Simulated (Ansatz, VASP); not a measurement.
# Sn: VASP beside Ansatz

```
Sn
1.0
     0.00000    3.27035    3.27035
     3.27035    0.00000    3.27035
     3.27035    3.27035    0.00000
Sn
2
Direct
  0.00000 0.00000 0.00000
  0.25000 0.25000 0.25000
```

Alike in both runs: functional PBEsol; k mesh 12 × 12 × 12; occupations gaussian, width 0.1 eV; no spin polarisation.

Ansatz relaxed the structure, and its values are those at the end. VASP's run is a single point on that final structure, the one shown.

|  | VASP | Ansatz |
| --- | --- | --- |
| version | VASP 6.6.1 | Ansatz 0.2.0 |
| potentials or method | VASP PAW PBE potentials, release 64 (Sn_d) | scalar-relativistic, plane waves, PAW |
| plane-wave cutoff (eV) | 520 | 420 |
| valence electrons in the cell | 28 | 28 |

|  | VASP | Ansatz | Ansatz less VASP |
| --- | --- | --- | --- |
| gap on the k mesh at the Fermi level (eV) | none | none | - |
| pressure (GPa) | -0.1 | 0.0 | +0.07 |

A gap of «none» marks a metal or a gap that the smearing closes.

Caveats: the PAW data sets were made with another functional, which shifts forces and pressure a little (VASP).
